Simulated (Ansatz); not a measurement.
Set up this calculation in Ansatz 0.2.0, as the native input.

| Property | Result |
| --- | --- |
| Task | band structure |
| Functional | PBEsol |
| Potentials or basis | Ansatz PAW |
| Cutoff | 420 eV (not typed: the program's choice for these potentials) |
| k mesh | 9 × 9 × 5 |
| Occupations | fermi-dirac, width 0.05 eV |
| Spin | no spin polarisation |
| Path | [["G", "L", "B1"], ["B", "Z", "G", "X"], ["Q", "F", "P1", "Z"], ["L", "P"]] |
| Points for each segment of the path | 14 |

Sb:

```
Sb
1.0
     0.00000   -2.37124   -2.37124
    -2.37124    0.00000   -2.37124
     2.37124    2.37124   -4.74249
Sb
2
Direct
  0.48982 0.45774 0.56015
  0.01018 0.04226 0.93985
```

The cell isn't the ideal one: all atoms moved at random, sigma 0.25 Å a component.

The input as run:

input.yaml

```yaml
crystal:
  lattice:
    - [0.0, -2.37124252, -2.37124252]
    - [-2.37124252, 0.0, -2.37124252]
    - [2.37124252, 2.37124252, -4.74248504]
  atoms:
    - { symbol: Sb, position: [0.48982044, 0.45773603, 0.56014569] }
    - { symbol: Sb, position: [0.01017956, 0.04226397, 0.93985431] }
hamiltonian:
  xc: pbesol
  pseudopotentials: { kind: paw }
kpoints:
  mp_grid: { grid: [9, 9, 5] }
  band_path:
    path:
      - [[0.0, 0.0, 0.0], [0.0, -0.5, 0.0], [0.375, -0.3125, 0.1875]]
      - [[0.3125, -0.3125, 0.5], [0.0, 0.0, 0.5], [0.0, 0.0, 0.0], [0.34375, -0.34375, 0.0]]
      - [[0.34375, -0.3125, 0.34375], [0.5, 0.0, 0.5], [0.46875, 0.0, 0.65625], [0.0, 0.0, 0.5]]
      - [[0.0, -0.5, 0.0], [0.0, -0.46875, 0.34375]]
    npoints: 14
scf:
  occupations: { method: fermi_dirac, width: 0.05 }
  n_extra_bands: 6
output:
  forces: true
  stress: true
  eigenvalues: true
  fatbands: false
  write_density: true
  write_potential: true
  elf: true
  volumetric_format: npy
```

Potentials or basis: Ansatz PAW.

Run with:

```console
$ ansatz run input.yaml --threads 2 --pin off --max-ram 5632MiB --backend cpu --events-out ev --progress --plain --runs-dir out
```

It gave:

| Property | Result |
| --- | --- |
| Pressure | 9.7 GPa |
| Largest force | 1.758 eV/Å |
| Band gap on the k mesh | none (metal or under the smearing width) |

Caveat: spin-orbit coupling is left out, which moves the levels of the heavy elements; the PAW data sets come from PBE, with cores solved anew for the run's functional, which leaves a small shift of forces and pressure; forces of over 1 eV/Å show positions far from the minimum, so gaps and moduli don't describe the material at rest.

Run time: 13 s on 2 threads of Intel(R) Xeon(R) Processor @ 2.70GHz, on a shared host, peak memory 0.48 GiB.
